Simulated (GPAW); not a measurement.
The system is SnSe2.

```xyz
3
Lattice="3.8110 0.0000 0.0000 -1.9055 3.3004 0.0000 0.0000 0.0000 6.1360" Properties=species:S:1:pos:R:3 pbc="T T T"
Sn    0.0000    0.0000    0.0000
Se    1.9055    1.1001    4.6081
Se    0.0000    2.2003    1.5279
```

* Program: GPAW 26.7.0
* Task: relaxation of cell and atoms
* Functional: PBEsol
* Potentials or basis: PAW data sets generated in the run's folder for this functional
* Cutoff: 600 eV
* Basis: pw
* k mesh: 6 × 6 × 3
* Occupations: fermi-dirac, width 0.05 eV
* Spin: no spin polarisation

At the start: pressure 2.4 GPa; volume 25.73 Å³/atom.

Question: How do energy, volume and symmetry change on relaxing?

Answer: Over 7 steps the energy falls by 10.1 meV/atom and the volume is 26.13 Å³/atom (+1.6 %); space group P-3m1 (No. 164, to 0.05 Å).

The path:
| step | energy change (eV) | largest force (eV/Å) | pressure (GPa) | volume (Å³) |
| --- | --- | --- | --- | --- |
| 1 | 0.0000 | 0.5440 | 2.37 | 77.18 |
| 2 | -0.0135 | 0.4027 | 1.66 | 77.60 |
| 3 | -0.0296 | 0.0309 | -0.14 | 78.72 |
| 4 | -0.0298 | 0.0139 | -0.19 | 78.74 |
| 5 | -0.0301 | 0.0163 | -0.22 | 78.67 |
| 6 | -0.0304 | 0.0253 | -0.14 | 78.52 |
| 7 | -0.0304 | 0.0156 | -0.02 | 78.38 |

Final structure:
```
CELL_PARAMETERS angstrom
3.81566 0.00000 0.00000
-1.90783 3.30446 0.00000
0.00000 0.00000 6.21663
ATOMIC_POSITIONS crystal
Sn 0.00000 0.00000 0.00000
Se 0.66667 0.33333 0.74538
Se 0.33333 0.66667 0.25462
```

Caveat: later steps reuse the first step's grids; this functional lacks dispersion, which binds the layers, so the pressure and a relaxed spacing across them are unreliable.
